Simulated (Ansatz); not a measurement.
Relaxed CsPbI3 (cubic perovskite):

```
CsPbI3
1.0
    6.33267     0.00000     0.00000
    0.00000     6.33267     0.00000
    0.00000     0.00000     6.33267
Cs Pb I
1 1 3
Direct
  0.00000   0.00000   0.00000
  0.50000   0.50000   0.50000
  0.00000   0.50000   0.50000
  0.50000   0.50000   0.00000
  0.50000   0.00000   0.50000
```

In this cell atom 4 (I, nearest neighbour Pb at 3.166 Å; its periodic images, 6.3 Å or more away, move with it) is moved by s towards the nearest neighbour, unit vector (0.000, 0.000, -1.000); all other atoms and the cell stay fixed.

The numbers are results of r2SCAN (plane waves to 500 eV, PAW, scalar-relativistic; Ansatz, an electronic-structure program), not measurements. k mesh 4×4×4 (Γ-centred), Fermi-Dirac smearing 0.05 eV. E stands for the smeared free energy. On this mesh the relaxed cell isn't quite at rest: it carries a pressure of 0.1 GPa (compression positive) at the zero of the scan. CsPbI3 was relaxed with its symmetry unable to fall. Spin-orbit coupling is left out, though I and Pb are heavy. This is a high-temperature form of CsPbI3. The zero of ΔE is the undisplaced structure.

### Question
Predict the ΔE (meV/cell) at s (Å) = -0.320, -0.192, -0.128, -0.064, 0.064, 0.128, 0.192, 0.320.

### Answer
```
s (Å)   ΔE (meV/cell)
------  -------------
-0.320          129.5
-0.192           37.3
-0.128           15.2
-0.064            3.6
0.064             3.6
0.128            15.2
0.192            37.3
0.320           129.5
```

(For displaced atoms, the force is minus the slope of the energy, and its curvature is a force constant, which sets phonon frequencies.)
